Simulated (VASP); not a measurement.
# In (Im-3m) in VASP: further runs

The runs below take In through single point, with revPBE.

Everything below comes from runs of VASP 6.6.1. Logs are shortened: lines on timing, memory, paths and dates and some standing lists are left out, and cuts for length are marked.

## 1. The crystal as given

Symmetry: Im-3m, No. 229, cubic system. The conventional cell has a = 3.862 Å, b = 3.862 Å, c = 3.862 Å, α = 90.00°, β = 90.00°, γ = 90.00°. Around In (site symmetry m-3m) lie 8 In at 3.34 Å.

This isn't the form of In at room conditions, which is tetragonal.

## 2. Single point, revPBE

INCAR reads:

```
SYSTEM = In
PREC     = Accurate       ! precision mode
ENCUT    = 520            ! plane-wave cutoff, eV
EDIFF    = 1E-6           ! SCF threshold, eV
ISMEAR   = -1             ! smearing method
SIGMA    = 0.1            ! smearing width, eV
LREAL    = .False.        ! projectors in reciprocal space
LASPH    = .True.         ! aspherical terms in the spheres
NELM     = 100            ! most SCF steps
ALGO     = Normal         ! electronic algorithm
ISIF     = 2              ! what is computed and relaxed
LWAVE    = .False.        ! write WAVECAR
LCHARG   = .False.        ! write CHGCAR
GGA      = RE             ! functional
NBANDS   = 12             ! bands
```

KPOINTS reads:

```
regular mesh
0
Gamma
  19 19 19
  0 0 0
```

POSCAR reads:

```
In
1.0
   -1.9307803080      1.9307803080      1.9307803080
    1.9307803080     -1.9307803080      1.9307803080
    1.9307803080      1.9307803080     -1.9307803080
In
1
Direct
    0.0000000000      0.0000000000      0.0000000000
```

Potentials or basis: VASP PAW PBE potentials, release 64 (In_d).

The run is started by

```bash
> cat potpaw_PBE.64/In_d/POTCAR > POTCAR
> mpirun -np 1 vasp_std > vasp.out
```

OUTCAR:

```text
SYSTEM = In
   PREC = Accurate
   ENCUT = 520
   EDIFF = 1E-6
   ISMEAR = -1
   LREAL = .False.
   LASPH = .True.
   NELM = 100
   ISIF = 2
   GGA = RE

 ion  position               nearest neighbor table
   1  0.000  0.000  0.000-

  LATTYP: Found a body centered cubic cell.
 ALAT       =     3.8615606160

  Lattice vectors:

 A1 = (  -1.9307803080,   1.9307803080,   1.9307803080)
 A2 = (   1.9307803080,  -1.9307803080,   1.9307803080)
 A3 = (   1.9307803080,   1.9307803080,  -1.9307803080)

Analysis of symmetry for initial positions (statically):
=====================================================================
 Subroutine PRICEL returns:
 Original cell was already a primitive cell.

 Routine SETGRP: Setting up the symmetry group for a
 body centered cubic supercell.

 Subroutine GETGRP returns: Found 48 space group operations
 (whereof 48 operations were pure point group operations)
 out of a pool of 48 trial point group operations.

The static configuration has the point symmetry O_h .

Analysis of symmetry for dynamics (positions and initial velocities):
=====================================================================
 Subroutine PRICEL returns:
 Original cell was already a primitive cell.

 Routine SETGRP: Setting up the symmetry group for a
 body centered cubic supercell.

 Subroutine GETGRP returns: Found 48 space group operations
 (whereof 48 operations were pure point group operations)
 out of a pool of 48 trial point group operations.

The dynamic configuration has the point symmetry O_h .

 Subroutine INISYM returns: Found 48 space group operations
 (whereof 48 operations are pure point group operations),
 and found     1 'primitive' translations

----------------------------------------------------------------------------------------

                                     Primitive cell

  volume of cell :      28.7911

  direct lattice vectors                    reciprocal lattice vectors
    -1.930780308  1.930780308  1.930780308     0.000000000  0.258962658  0.258962658
     1.930780308 -1.930780308  1.930780308     0.258962658  0.000000000  0.258962658
     1.930780308  1.930780308 -1.930780308     0.258962658  0.258962658  0.000000000

  length of vectors
     3.344209592  3.344209592  3.344209592     0.366228503  0.366228503  0.366228503

  position of ions in fractional coordinates (direct lattice)
     0.000000000  0.000000000  0.000000000

  ion indices of the primitive-cell ions
   primitive index   ion index
                 1           1

----------------------------------------------------------------------------------------

 KPOINTS: regular mesh

Automatic generation of k-mesh.
 Grid dimensions read from file:
 generate k-points for:   19   19   19

 Generating k-lattice:

  Cartesian coordinates                     Fractional coordinates (reciprocal lattice)
     0.000000000  0.013629614  0.013629614     0.052631579  0.000000000  0.000000000
     0.013629614  0.000000000  0.013629614     0.000000000  0.052631579  0.000000000
     0.013629614  0.013629614  0.000000000     0.000000000  0.000000000  0.052631579

  Length of vectors
     0.019275184  0.019275184  0.019275184

  Shift w.r.t. Gamma in fractional coordinates (k-lattice)
     0.000000000  0.000000000  0.000000000

 Subroutine IBZKPT returns following result:
 ===========================================

 Found    220 irreducible k-points:

 Following reciprocal coordinates:
            Coordinates               Weight
  0.000000  0.000000  0.000000      1.000000
  0.052632  0.000000  0.000000     12.000000
  0.105263  0.000000  0.000000     12.000000
  0.157895  0.000000  0.000000     12.000000
  0.210526  0.000000  0.000000     12.000000
  0.263158  0.000000  0.000000     12.000000
[... 16 lines left out ...]
  0.263158  0.105263  0.000000     48.000000
  0.315789  0.105263 -0.000000     48.000000
 [... further k-points ...]
   k-points           NKPTS =    220   k-points in BZ     NKDIM =    220   number of bands    NBANDS=     12
   number of dos      NEDOS =    301   number of ions     NIONS =      1
   total plane-waves  NPLWV =  21952
   dimension x,y,z NGX =    28 NGY =   28 NGZ =   28
   dimension x,y,z NGXF=    56 NGYF=   56 NGZF=   56
   ions per type =               1
   NGX,Y,Z   is equivalent  to a cutoff of  13.92, 13.92, 13.92 a.u.
   NGXF,Y,Z  is equivalent  to a cutoff of  27.84, 27.84, 27.84 a.u.
 SYSTEM =  In
   PREC   = accura    normal or accurate (medium, high low for compatibility)
   ISTART =      0    job   : 0-new  1-cont  2-samecut
   ICHARG =      2    charge: 1-file 2-atom 10-const
   ISPIN  =      1    spin polarized calculation?
   LNONCOLLINEAR =      F non collinear calculations
   LSORBIT =      F    spin-orbit coupling
   LASPH  =      T    aspherical Exc in radial PAW
   ENCUT  =  520.0 eV  38.22 Ry    6.18 a.u.   6.22  6.22  6.22*2*pi/ulx,y,z
   NELM   =    100;   NELMIN=  2; NELMDL= -5     # of ELM steps
   EDIFF  = 0.1E-05   stopping-criterion for ELM
   LREAL  =      F    real-space projection
   EDIFFG = 0.1E-04   stopping-criterion for IOM
   NSW    =      0    number of steps for IOM
   IBRION =     -1    ionic relax: 0-MD 1-quasi-New 2-CG
   NFREE  =      0    steps in history (QN), initial steepest desc. (CG)
   ISIF   =      2    stress and relaxation
   ISYM   =      2    0-nonsym 1-usesym 2-fastsym
   POTIM  = 0.5000    time-step for ionic-motion
   TEBEG  =    0.0;   TEEND  =   0.0 temperature during run
   PSTRESS=    0.0 pullay stress
   NELECT =      13.0000    total number of electrons
   NUPDOWN=      -1.0000    fix difference up-down
   EMIN   =  10.00;   EMAX   =-10.00  energy-range for DOS
   EFERMI =   0.00;   METHOD = LEGACY
   ISMEAR =    -1;   SIGMA  =   0.10  broadening in eV -4-tet -1-fermi 0-gaus
   EFERMI_NEDOS =   21; number of points for ismear=-14 and -15
   IALGO  =     38    algorithm
   IMIX   =      4    mixing-type and parameters
     AMIX     =   0.40;   BMIX     =  1.00
     AMIX_MAG =   1.60;   BMIX_MAG =  1.00
  volume/ion in A,a.u.               =      28.79       194.29
  Fermi-wavevector in a.u.,A,eV,Ry     =   1.255943  2.373387 21.461715  1.577392
  Thomas-Fermi vector in A             =   2.389675
   LORBIT       =      0    0 simple, 1 ext, 2 COOP (PROOUT), +10 PAW based schemes
   GGA     = RE    functional components
   LHFCALC =     F    Hartree Fock is set to
   AEXX    =    0.0000 exact exchange contribution
   IVDW    =     0    specifies the selected vdW correction
   LEPSILON=     F    determine dielectric tensor
   LRPA    =     F    only Hartree local field effects (RPA)
 non-spin polarized calculation
  energy-cutoff  :      520.00
  volume of cell :       28.79
 maximum number of plane-waves:       785
 NGX is ok and might be reduce to    28
   NGX = 13   NGY = 13   NGZ = 13

 number of electron      13.0000006 magnetization

 Free energy of the ion-electron system (eV)
  ---------------------------------------------------
  ext. energy  EPLUGINS =         0.00000000
  ---------------------------------------------------
  free energy    TOTEN  =        -2.25910352 eV

  energy without entropy =       -2.24248252  energy(sigma->0) =       -2.25079302

 E-fermi :   6.5952     XC(G=0):  -9.7365

 val. band max:        6.5715051358   @ k =  -0.3684   0.4211   0.1579
 cond. band min:       6.6064472083   @ k =  -0.3684   0.3684   0.0526
 fundamental gap:      0.0349420725
 Fermi energy:         6.5951634675

 k-point     1 :       0.0000    0.0000    0.0000
  band No.  band energies     occupation
      1      -8.0453      2.00000
      2      -8.0453      2.00000
      3      -8.0453      2.00000
      4      -7.8302      2.00000
      5      -7.8302      2.00000
      6      -2.3132      2.00000
      7      16.7373      0.00000
      8      16.7373      0.00000
      9      16.7373      0.00000
     10      19.2538      0.00000
     11      19.2538      0.00000
     12      19.2538      0.00000

 k-point     2 :       0.0526    0.0000    0.0000
  band No.  band energies     occupation
      1      -8.0476      2.00000
      2      -8.0429      2.00000
      3      -8.0363      2.00000
      4      -7.8326      2.00000
      5      -7.8303      2.00000
      6      -2.2538      2.00000
      7      16.1261      0.00000
      8      16.4482      0.00000
      9      16.6178      0.00000
     10      18.6613      0.00000
     11      18.9320      0.00000
     12      19.1374      0.00000

 k-point     3 :       0.1053    0.0000    0.0000
  band No.  band energies     occupation
      1      -8.0542      2.00000
      2      -8.0366      2.00000
      3      -8.0100      2.00000
      4      -7.8394      2.00000
      5      -7.8306      2.00000
      6      -2.0749      2.00000
      7      14.6837      0.00000
      8      15.7869      0.00000
      9      16.2681      0.00000
     10      18.0187      0.00000
     11      18.3713      0.00000
     12      19.0540      0.00000
[... 286 lines left out ...]
 k-point    23 :       0.2632    0.1053    0.0000
  band No.  band energies     occupation
      1      -8.0922      2.00000
      2      -8.0263      2.00000
      3      -7.8635      2.00000
      4      -7.8383      2.00000
      5      -7.8029      2.00000
      6       0.0411      2.00000
      7       8.1536      0.00000
      8      11.5510      0.00000
      9      13.6057      0.00000
     10      17.0296      0.00000
     11      18.6266      0.00000
     12      19.7821      0.00000

 k-point    24 :       0.3158    0.1053   -0.0000
  band No.  band energies     occupation
      1      -8.1025      2.00000
      2      -8.0328      2.00000
      3      -7.8570      2.00000
      4      -7.8385      2.00000
      5      -7.7630      2.00000
      6       0.8253      2.00000
      7       6.7022      0.51059
      8      11.1427      0.00000
      9      13.2641      0.00000
     10      16.7997      0.00000
     11      18.4804      0.00000
     12      20.3611      0.00000

 [... further k-points ...]
[... 5 lines left out ...]
  --------------------------------------------------------------------------------------
  -------------------------------------------------------------------------------------
  Total       -0.0175742     -0.0175742     -0.0175742      0.0000000      0.0000000      0.0000000
  in kB       -0.9779766     -0.9779766     -0.9779766      0.0000000      0.0000000      0.0000000
  external PRESSURE =      -0.9779766 kB  Pullay stress =       0.0000000 kB

 VOLUME and BASIS-vectors are now :
 -----------------------------------------------------------------------------
  energy-cutoff  :      520.00
  volume of cell :       28.79
      direct lattice vectors                 reciprocal lattice vectors
    -1.930780308  1.930780308  1.930780308     0.000000000  0.258962658  0.258962658
     1.930780308 -1.930780308  1.930780308     0.258962658  0.000000000  0.258962658
     1.930780308  1.930780308 -1.930780308     0.258962658  0.258962658  0.000000000

 POSITION                                       TOTAL-FORCE (eV/Angst)
 -----------------------------------------------------------------------------------
      0.00000      0.00000      0.00000        -0.000000      0.000000     -0.000000
 -----------------------------------------------------------------------------------
    total drift:                               -0.000000     -0.000000     -0.000000

  FREE ENERGIE OF THE ION-ELECTRON SYSTEM (eV)
  ---------------------------------------------------
  free  energy   TOTEN  =        -2.2591035250 eV

  energy  without entropy=       -2.2424825231  energy(sigma->0) =       -2.25079302
```

Run time: 28 s. Hardware: 1 thread of Intel Xeon 6975P-C (Granite Rapids), shared host; peak memory 0.2 GiB.

Results:

* Free energy: -2.2591 eV
* Pressure: -0.1 GPa
* Band gap on the k mesh: none (metal or under the smearing width)

Caveat: the PAW data sets were made with another functional, which shifts forces and pressure a little.

## 3. Single point, revPBE

This run uses another cell than the first one, of 26.49 Å³/atom, 0.920 times its volume.

INCAR reads:

```
PREC = Accurate ; ENCUT = 520
EDIFF = 1E-7 ; ISMEAR = -1
SIGMA = 0.1 ; LREAL = False
LASPH = True ; NELM = 60
ALGO = Normal ; ISIF = 2
LWAVE = False ; LCHARG = True
GGA = RE ; LELF = True
LVHAR = True ; NBANDS = 12
```

KPOINTS reads:

```
Automatic mesh
0
Gamma
  13 13 13
```

POSCAR reads:

```
In
1.0
   -1.8778553534      1.8778553534      1.8778553534
    1.8778553534     -1.8778553534      1.8778553534
    1.8778553534      1.8778553534     -1.8778553534
In
1
Direct
    0.0000000000      0.0000000000      0.0000000000
```

Potentials or basis: VASP PAW PBE potentials, release 64 (In_d).

The run is started by

```bash
> cat potpaw_PBE.64/In_d/POTCAR > POTCAR
> mpirun -np 1 vasp_std > vasp.out
```

Run time: 7 s. Hardware: 1 thread of Intel Xeon 6975P-C (Granite Rapids), shared host; peak memory 0.15 GiB.

Results (log left out):

```yaml
Free_energy: -2.2401 eV
Pressure: 3.0 GPa
Band_gap_on_the_k_mesh: none (metal or under the smearing width)
```

Levels at points of the mesh, in eV from the Fermi level:
| k point | band 2 | band 3 | band 4 | band 5 | band 6 | band 7 | band 8 | band 9 | band 10 | band 11 |
| --- | --- | --- | --- | --- | --- | --- | --- | --- | --- | --- |
| (0.00, 0.00, 0.00) | -14.72 | -14.72 | -14.45 | -14.45 | -9.45 | 11.03 | 11.03 | 11.03 | 12.92 | 12.92 |

Caveat: the PAW data sets were made with another functional, which shifts forces and pressure a little.

(Part 1 of 2 ends here.)
